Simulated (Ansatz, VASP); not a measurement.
## Two plane-wave programs on Pd

```xyz
1
Lattice="0.0000 1.9449 1.9449 1.9449 0.0000 1.9449 1.9449 1.9449 0.0000" Properties=species:S:1:pos:R:3 pbc="T T T"
Pd    0.0000    0.0000    0.0000
```

Alike in both runs: task single point; functional LDA; k mesh 20 × 20 × 20; occupations gaussian, width 0.15 eV; no spin polarisation.

|  | VASP | Ansatz |
| --- | --- | --- |
| version | VASP 6.6.1 | Ansatz 0.2.0 |
| potentials or method | VASP PAW LDA potentials, release 64 (Pd) | scalar-relativistic, plane waves, PAW |
| plane-wave cutoff (eV) | 520 | 420 |
| valence electrons in the cell | 10 | 18 |

Ansatz gave:

| Item | Value |
| --- | --- |
| gap on the k mesh at the Fermi level (eV) | none |
| pressure (GPa) | -8.0 |

Which values does VASP return?

gap on the k mesh at the Fermi level (eV): none; pressure (GPa): -7.7.

A gap of «none» marks a metal or a gap that the smearing closes. The two sets of potentials don't hold the same shells in valence.
